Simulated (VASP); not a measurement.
# SnSe2 (P-3m1) in VASP: further runs

The runs below take SnSe2 through single point, with PBE.

Everything below comes from runs of VASP 6.6.1. Logs are shortened: lines on timing, memory, paths and dates and some standing lists are left out, and cuts for length are marked.

**1. Starting point**

Symmetry: P-3m1, No. 164, trigonal system. Conventional cell: a = 3.811 Å, b = 3.811 Å, c = 6.136 Å, α = 90.00°, β = 90.00°, γ = 120.00°. Around Sn (site symmetry -3m) lie 6 Se at 2.68 Å. Se (site symmetry 3m) is surrounded by 3 Sn at 2.68 Å.

**2. Single point, PBE, spin-orbit coupling, no magnetisation**

Contents of INCAR:

```
ALGO = Normal ; EDIFF = 1E-7
ENCUT = 400 ; GGA = PE
GGA_COMPAT = False ; ISIF = 2
ISMEAR = 0 ; LASPH = True
LCHARG = False ; LNONCOLLINEAR = True
LORBIT = 11 ; LREAL = False
LSORBIT = True ; LWAVE = False
MAGMOM = 0 0 0 0 0 0 0 0 0 ; NBANDS = 42
NELM = 100 ; PREC = Accurate
SIGMA = 0.02
```

Contents of KPOINTS:

```
k-points
0
Gamma
  6 6 3
```

Contents of POSCAR:

```
SnSe2
1.0
    3.8110000000      0.0000000000      0.0000000000
   -1.9055000000      3.3004228138      0.0000000000
    0.0000000000      0.0000000000      6.1360000000
Sn Se
1 2
Direct
    0.0000000000      0.0000000000      0.0000000000
    0.6666666667      0.3333333333      0.7510000000
    0.3333333333      0.6666666667      0.2490000000
```

Potentials or basis: VASP PAW PBE potentials, release 64 (Sn_d, Se).

The run is started by

```sh
$ cat potpaw_PBE.64/Sn_d/POTCAR potpaw_PBE.64/Se/POTCAR > POTCAR
$ mpirun -np 1 vasp_ncl > vasp.out
```

OUTCAR:

```text
EDIFF = 1E-7
   ENCUT = 400
   GGA = PE
   ISIF = 2
   ISMEAR = 0
   LASPH = True
   LNONCOLLINEAR = True
   LORBIT = 11
   LREAL = False
   LSORBIT = True
   NELM = 100
   PREC = Accurate

 Found     17 irreducible k-points:

 Following reciprocal coordinates:
            Coordinates               Weight
  0.000000  0.000000  0.000000      1.000000
  0.166667 -0.000000  0.000000      6.000000
  0.333333 -0.000000  0.000000      6.000000
  0.500000  0.000000  0.000000      3.000000
  0.166667  0.166667  0.000000      6.000000
  0.333333  0.166667  0.000000     12.000000
   k-points           NKPTS =     17   k-points in BZ     NKDIM =     17   number of bands    NBANDS=     42
   number of dos      NEDOS =    301   number of ions     NIONS =      3
   total plane-waves  NPLWV =  31360
   dimension x,y,z NGX =    28 NGY =   28 NGZ =   40
   dimension x,y,z NGXF=    56 NGYF=   56 NGZF=   80
   ions per type =               1   2
   NGX,Y,Z   is equivalent  to a cutoff of  12.21, 12.21, 10.84 a.u.
   NGXF,Y,Z  is equivalent  to a cutoff of  24.43, 24.43, 21.67 a.u.
 SYSTEM =  unknown system
   PREC   = accura    normal or accurate (medium, high low for compatibility)
   ISTART =      0    job   : 0-new  1-cont  2-samecut
   ICHARG =      2    charge: 1-file 2-atom 10-const
   ISPIN  =      1    spin polarized calculation?
   LNONCOLLINEAR =      T non collinear calculations
   LSORBIT =      T    spin-orbit coupling
   LASPH  =      T    aspherical Exc in radial PAW
   ENCUT  =  400.0 eV  29.40 Ry    5.42 a.u.   6.21  6.21 10.01*2*pi/ulx,y,z
   NELM   =    100;   NELMIN=  2; NELMDL= -5     # of ELM steps
   EDIFF  = 0.1E-06   stopping-criterion for ELM
   LREAL  =      F    real-space projection
   EDIFFG = 0.1E-05   stopping-criterion for IOM
   NSW    =      0    number of steps for IOM
   IBRION =     -1    ionic relax: 0-MD 1-quasi-New 2-CG
   NFREE  =      0    steps in history (QN), initial steepest desc. (CG)
   ISIF   =      2    stress and relaxation
   ISYM   =      2    0-nonsym 1-usesym 2-fastsym
   POTIM  = 0.5000    time-step for ionic-motion
   TEBEG  =    0.0;   TEEND  =   0.0 temperature during run
   PSTRESS=    0.0 pullay stress
   NELECT =      26.0000    total number of electrons
   NUPDOWN=      -1.0000    fix difference up-down
   EMIN   =  10.00;   EMAX   =-10.00  energy-range for DOS
   EFERMI =   0.00;   METHOD = LEGACY
   ISMEAR =     0;   SIGMA  =   0.02  broadening in eV -4-tet -1-fermi 0-gaus
   EFERMI_NEDOS =   21; number of points for ismear=-14 and -15
   IALGO  =     38    algorithm
   IMIX   =      4    mixing-type and parameters
     AMIX     =   0.40;   BMIX     =  1.00
     AMIX_MAG =   1.60;   BMIX_MAG =  1.00
  volume/ion in A,a.u.               =      25.73       173.61
  Fermi-wavevector in a.u.,A,eV,Ry     =   1.139116  2.152617 17.654722  1.297585
  Thomas-Fermi vector in A             =   2.275820
   LORBIT       =     11    0 simple, 1 ext, 2 COOP (PROOUT), +10 PAW based schemes
   GGA     = PE    functional components
   LHFCALC =     F    Hartree Fock is set to
   AEXX    =    0.0000 exact exchange contribution
   IVDW    =     0    specifies the selected vdW correction
   LEPSILON=     F    determine dielectric tensor
   LRPA    =     F    only Hartree local field effects (RPA)
 Gauss-broadening in eV      SIGMA  =   0.02
  energy-cutoff  :      400.00
  volume of cell :       77.18
 maximum number of plane-waves:      2844
 NGX is ok and might be reduce to    28
   NGX = 13   NGY = 13   NGZ = 21

 number of electron      26.0000016 magnetization       0.0000000      0.0000000      0.0000000

 number of electron      26.0000015 magnetization       0.0000000      0.0000000     -0.0000000

 number of electron      26.0000015 magnetization       0.0000000     -0.0000000     -0.0000000

 Free energy of the ion-electron system (eV)
  ---------------------------------------------------
  ext. energy  EPLUGINS =         0.00000000
  ---------------------------------------------------
  free energy    TOTEN  =       -11.82071327 eV

  energy without entropy =      -11.82071327  energy(sigma->0) =      -11.82071327

 E-fermi :   4.3678     XC(G=0):  -9.4515

 val. band max:        4.2302776211   @ k =   0.0000   0.0000   0.0000
 cond. band min:       4.9494901099   @ k =   0.5000   0.0000   0.3333
 fundamental gap:      0.7192124887
 Fermi energy:         4.3678033968

 k-point     1 :       0.0000    0.0000    0.0000
  band No.  band energies     occupation
      1     -17.6845      1.00000
      2     -17.6845      1.00000
      3     -17.6671      1.00000
      4     -17.6671      1.00000
      5     -16.6667      1.00000
      6     -16.6667      1.00000
[... 30 lines left out ...]
     37      13.1097      0.00000
     38      13.1097      0.00000

 k-point     2 :       0.1667   -0.0000    0.0000
  band No.  band energies     occupation
      1     -17.6833      1.00000
      2     -17.6833      1.00000
      3     -17.6684      1.00000
      4     -17.6684      1.00000
      5     -16.6660      1.00000
      6     -16.6660      1.00000
[... 30 lines left out ...]
     37      12.4477      0.00000
     38      12.4477      0.00000

 k-point     3 :       0.3333   -0.0000    0.0000
  band No.  band energies     occupation
      1     -17.6847      1.00000
      2     -17.6847      1.00000
      3     -17.6685      1.00000
      4     -17.6685      1.00000
      5     -16.6753      1.00000
      6     -16.6753      1.00000
[... 30 lines left out ...]
     37      13.1186      0.00000
     38      13.1186      0.00000

 k-point     4 :       0.5000    0.0000    0.0000
  band No.  band energies     occupation
      1     -17.6872      1.00000
      2     -17.6872      1.00000
      3     -17.6673      1.00000
      4     -17.6673      1.00000
      5     -16.6823      1.00000
      6     -16.6823      1.00000
[... 30 lines left out ...]
     37      14.1838      0.00000
     38      14.1838      0.00000

 k-point     5 :       0.1667    0.1667    0.0000
  band No.  band energies     occupation
      1     -17.6828      1.00000
      2     -17.6828      1.00000
      3     -17.6697      1.00000
      4     -17.6697      1.00000
      5     -16.6699      1.00000
      6     -16.6699      1.00000
[... 30 lines left out ...]
     37      11.1909      0.00000
     38      11.1909      0.00000

 k-point     6 :       0.3333    0.1667    0.0000
  band No.  band energies     occupation
      1     -17.6835      1.00000
      2     -17.6835      1.00000
      3     -17.6702      1.00000
      4     -17.6702      1.00000
      5     -16.6754      1.00000
      6     -16.6754      1.00000
[... 30 lines left out ...]
     37      12.6962      0.00000
     38      12.6962      0.00000

 [... further k-points ...]

 [bands above 38 left out]

------------------------ aborting loop because EDIFF is reached ----------------------------------------

  FORCE on cell =-STRESS in cart. coord.  units (eV):
  Direction    XX          YY          ZZ          XY          YZ          ZX
  --------------------------------------------------------------------------------------
  -------------------------------------------------------------------------------------
  Total        2.5128071      2.5128071      3.2038255     -0.0000000     -0.0000000      0.0000000
  in kB       52.1645962     52.1645962     66.5097867     -0.0000000     -0.0000000      0.0000000
  external PRESSURE =      56.9463264 kB  Pullay stress =       0.0000000 kB

 VOLUME and BASIS-vectors are now :
 -----------------------------------------------------------------------------
  energy-cutoff  :      400.00
  volume of cell :       77.18
      direct lattice vectors                 reciprocal lattice vectors
     3.811000000  0.000000000  0.000000000     0.262398321  0.151495741  0.000000000
    -1.905500000  3.300422814  0.000000000     0.000000000  0.302991482  0.000000000
     0.000000000  0.000000000  6.136000000     0.000000000  0.000000000  0.162972621

 POSITION                                       TOTAL-FORCE (eV/Angst)
 -----------------------------------------------------------------------------------
      0.00000      0.00000      0.00000         0.000000      0.000000      0.000000
      1.90550      1.10014      4.60814        -0.000000      0.000000     -0.779763
     -0.00000      2.20028      1.52786         0.000000     -0.000000      0.779763
 -----------------------------------------------------------------------------------
    total drift:                                0.000000      0.000000     -0.000000

  FREE ENERGIE OF THE ION-ELECTRON SYSTEM (eV)
  ---------------------------------------------------
  free  energy   TOTEN  =       -11.8207132664 eV

  energy  without entropy=      -11.8207132664  energy(sigma->0) =      -11.82071327

 Spin-Orbit-Coupling matrix elements

 Ion:    1  E_soc:     -0.0906730
 l=   1
     0.0000000    -0.0091095    -0.0090496
    -0.0091095     0.0000000    -0.0091095
    -0.0090496    -0.0091095     0.0000000
 l=   2
     0.0000000    -0.0011963     0.0000000    -0.0011963    -0.0048251
    -0.0011963     0.0000000    -0.0036349    -0.0011877    -0.0011963
     0.0000000    -0.0036349     0.0000000    -0.0036349     0.0000000
    -0.0011963    -0.0011877    -0.0036349     0.0000000    -0.0011963
    -0.0048251    -0.0011963     0.0000000    -0.0011963     0.0000000
 l=   3
     0.0000000     0.0000000     0.0000000     0.0000000     0.0000000     0.0000000     0.0000000
     0.0000000     0.0000000     0.0000000     0.0000000     0.0000000     0.0000000     0.0000000
     0.0000000     0.0000000     0.0000000     0.0000000     0.0000000     0.0000000     0.0000000
     0.0000000     0.0000000     0.0000000     0.0000000     0.0000000     0.0000000     0.0000000
     0.0000000     0.0000000     0.0000000     0.0000000     0.0000000     0.0000000     0.0000000
     0.0000000     0.0000000     0.0000000     0.0000000     0.0000000     0.0000000     0.0000000
     0.0000000     0.0000000     0.0000000     0.0000000     0.0000000     0.0000000     0.0000000

 Ion:    2  E_soc:     -0.0449319
 l=   1
     0.0000000    -0.0074101    -0.0076502
    -0.0074101     0.0000000    -0.0074101
    -0.0076502    -0.0074101     0.0000000
 l=   2
     0.0000000    -0.0000002     0.0000000    -0.0000002    -0.0000027
    -0.0000002     0.0000000     0.0000019     0.0000040    -0.0000002
     0.0000000     0.0000019     0.0000000     0.0000019     0.0000000
    -0.0000002     0.0000040     0.0000019     0.0000000    -0.0000002
    -0.0000027    -0.0000002     0.0000000    -0.0000002     0.0000000
 l=   3
     0.0000000     0.0000000     0.0000000     0.0000000     0.0000000     0.0000000     0.0000000
     0.0000000     0.0000000     0.0000000     0.0000000     0.0000000     0.0000000     0.0000000
     0.0000000     0.0000000     0.0000000     0.0000000     0.0000000     0.0000000     0.0000000
     0.0000000     0.0000000     0.0000000     0.0000000     0.0000000     0.0000000     0.0000000
     0.0000000     0.0000000     0.0000000     0.0000000     0.0000000     0.0000000     0.0000000
     0.0000000     0.0000000     0.0000000     0.0000000     0.0000000     0.0000000     0.0000000
     0.0000000     0.0000000     0.0000000     0.0000000     0.0000000     0.0000000     0.0000000

 Ion:    3  E_soc:     -0.0449319
 l=   1
     0.0000000    -0.0074101    -0.0076502
    -0.0074101     0.0000000    -0.0074101
    -0.0076502    -0.0074101     0.0000000
 l=   2
     0.0000000    -0.0000002     0.0000000    -0.0000002    -0.0000027
    -0.0000002     0.0000000     0.0000019     0.0000040    -0.0000002
     0.0000000     0.0000019     0.0000000     0.0000019     0.0000000
    -0.0000002     0.0000040     0.0000019     0.0000000    -0.0000002
    -0.0000027    -0.0000002     0.0000000    -0.0000002     0.0000000
 l=   3
     0.0000000     0.0000000     0.0000000     0.0000000     0.0000000     0.0000000     0.0000000
     0.0000000     0.0000000     0.0000000     0.0000000     0.0000000     0.0000000     0.0000000
     0.0000000     0.0000000     0.0000000     0.0000000     0.0000000     0.0000000     0.0000000
     0.0000000     0.0000000     0.0000000     0.0000000     0.0000000     0.0000000     0.0000000
     0.0000000     0.0000000     0.0000000     0.0000000     0.0000000     0.0000000     0.0000000
     0.0000000     0.0000000     0.0000000     0.0000000     0.0000000     0.0000000     0.0000000
     0.0000000     0.0000000     0.0000000     0.0000000     0.0000000     0.0000000     0.0000000

 total charge

# of ion       s       p       d       tot
------------------------------------------
    1        1.051   1.064  10.117  12.232
    2        1.483   2.337   0.030   3.850
    3        1.483   2.337   0.030   3.850
--------------------------------------------------
tot          4.018   5.737  10.176  19.931

 magnetization (x)

# of ion       s       p       d       tot
------------------------------------------
    1        0.000   0.000   0.000   0.000
    2        0.000   0.000   0.000   0.000
    3        0.000   0.000   0.000   0.000
--------------------------------------------------
tot          0.000   0.000   0.000   0.000

 magnetization (y)

# of ion       s       p       d       tot
------------------------------------------
    1        0.000   0.000   0.000   0.000
    2        0.000   0.000   0.000   0.000
    3        0.000  -0.000   0.000  -0.000
--------------------------------------------------
tot          0.000   0.000   0.000   0.000

 magnetization (z)

# of ion       s       p       d       tot
------------------------------------------
    1        0.000  -0.000   0.000  -0.000
    2        0.000   0.000   0.000   0.000
    3        0.000   0.000   0.000   0.000
--------------------------------------------------
tot          0.000  -0.000   0.000  -0.000
```

It took 96 s on 1 thread of Intel Xeon Platinum 8375C at 2.90GHz (Ice Lake), shared host; peak memory 0.31 GiB.

The run converged, but some of its settings lie outside the range that counts as converged, so its numbers aren't taken as properties of the crystal.

Results:

| Item | Value |
| --- | --- |
| Free energy | -11.8207 eV |
| Pressure | 5.7 GPa |
| Largest force | 0.780 eV/Å |
| Valence electrons inside the program's atomic spheres | Sn 12.23; Se 3.85 |

Caveat: this functional lacks dispersion, which binds the layers, so the pressure and a relaxed spacing across them are unreliable.

(Continued in part 2 of 2.)
